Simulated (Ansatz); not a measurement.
Ti₅C₄: course of a relaxation

Method: DFT PBE, scalar-relativistic, plane waves, PAW in Ansatz 0.2.0. Settings: 420 eV cutoff, 6×6×6 k-mesh, shifted by half a step, Gaussian smearing of 0.10 eV, no spin polarisation.

What was changed: Ti interstitial, charge +0, atoms relaxed at the host's cell.

In a supercell of 9 atoms the defect feels its periodic images, and the cell reads as a metal on the mesh, so a level in the gap can't be told from a carrier in the bands.

Spin polarisation was left out.

Command:

```bash
ansatz run input.yaml --threads 4 --pin off --max-ram 10240MiB --backend cpu --events-out ev --progress --plain --runs-dir out
```

Input:

```yaml
crystal:
  lattice:
    - [0.0, 0.0, -4.3327798708]
    - [0.0, -4.3327798708, 0.0]
    - [-4.3327798708, 0.0, 0.0]
  atoms:
    - { symbol: Ti, position: [0.0, 0.0, 0.0] }
    - { symbol: Ti, position: [1.0, 0.5, 0.5] }
    - { symbol: Ti, position: [0.5, 1.0, 0.5] }
    - { symbol: Ti, position: [0.5, 0.5, 0.0] }
    - { symbol: C, position: [0.0, 0.0, 0.5] }
    - { symbol: C, position: [0.0, 0.5, 0.0] }
    - { symbol: C, position: [0.5, 0.0, 0.0] }
    - { symbol: C, position: [0.5, 0.5, 0.5] }
    - { symbol: Ti, position: [0.75, 0.75, 0.75] }
basis:
  ecutwfc: 420
  xc_grid: 2
kpoints:
  mp_grid: { grid: [6, 6, 6], shift: [0.5, 0.5, 0.5] }
hamiltonian:
  xc: pbe
scf:
  occupations: { method: gaussian, width: 0.1 }
output:
  forces: true
  stress: false
  eigenvalues: true
  write_density: true
  write_potential: true
  elf: true
  volumetric_format: npy
relax:
  adjacent_minimum: "off"
  f_tol: 0.025
  max_steps: 45
```

F is the free energy.

Steps:

| step | F − F(1) (eV) | largest force component (eV/Å) |
| --- | --- | --- |
| 1 | 0.0000 | 6.264 |
| 2 | -5.3090 | 2.453 |
| 3 | -6.1695 | 0.567 |
| 4 | -6.2127 | 0.031 |
| 5 | -6.2129 | 0.008 |

Relaxed structure:

```
CELL_PARAMETERS angstrom
0.00000 0.00000 -4.33278
0.00000 -4.33278 0.00000
-4.33278 0.00000 0.00000
ATOMIC_POSITIONS crystal
Ti 0.03699 0.03699 0.03699
Ti 0.03699 0.46301 0.46301
Ti 0.46301 0.03699 0.46301
Ti 0.46301 0.46301 0.03699
C 0.00122 0.00122 0.49878
C 0.00122 0.49878 0.00122
C 0.49878 0.00122 0.00122
C 0.49878 0.49878 0.49878
Ti 0.75000 0.75000 0.75000
```

Symmetry: P-43m, No. 215, cubic system. Conventional cell: a = 4.333 Å, b = 4.333 Å, c = 4.333 Å, α = 90.00°, β = 90.00°, γ = 90.00°. Ti (site symmetry 3m) is surrounded by 3 C at 2.01 Å and 1 Ti at 2.15 Å. C (site symmetry 3m) is surrounded by 4 Ti at 1.89 to 2.01 Å. Ti (site symmetry -43m) has 4 C at 1.89 Å and 4 Ti at 2.15 Å as nearest neighbours.

The run converged. The run took 17 s on 4 threads of Intel(R) Xeon(R) Processor @ 2.50GHz (Skylake/Cascade Lake), on a shared host, peak memory 0.42 GiB.